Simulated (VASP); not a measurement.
## Li3N (alpha): computed properties

These are r2SCAN meta-GGA, VASP's PBE PAW potentials (set 64) (plane waves; VASP 6.6.1) values and carry that method's errors.

```json
{
 "space_group": "P6/mmm (191)",
 "cell": "a = 3.614 Å, b = 3.614 Å, c = 3.855 Å, α = 90.00°, β = 90.00°, γ = 120.00°",
 "volume_per_atom": "10.90 Å³/atom",
 "band gap (over mesh and band path)": "1.54 eV",
 "smallest direct gap (over mesh and band path)": "1.76 eV",
 "band_edge_character": "indirect, A to L",
 "density": "1.33 g/cm³"
}
```

```yaml
crystal:
  lattice:
    - [1.80702, -3.12985, 0.00000]
    - [1.80702, 3.12985, 0.00000]
    - [0.00000, 0.00000, 3.85485]
  atoms:
    - { symbol: Li, position: [0.33333, 0.66667, 0.00000] }
    - { symbol: Li, position: [0.66667, 0.33333, 0.00000] }
    - { symbol: Li, position: [0.00000, 0.00000, 0.50000] }
    - { symbol: N, position: [0.00000, 0.00000, 0.00000] }
```

Measured: gap 2.15 eV at 4 K (computed value off by -0.61 eV), as given by H. Brendecke et al., Journal of Applied Physics (1979), doi:10.1063/1.326533.

The compound is Li3N in the alpha structure. It was relaxed first. Symmetry was kept, so distortions that lower it aren't found.
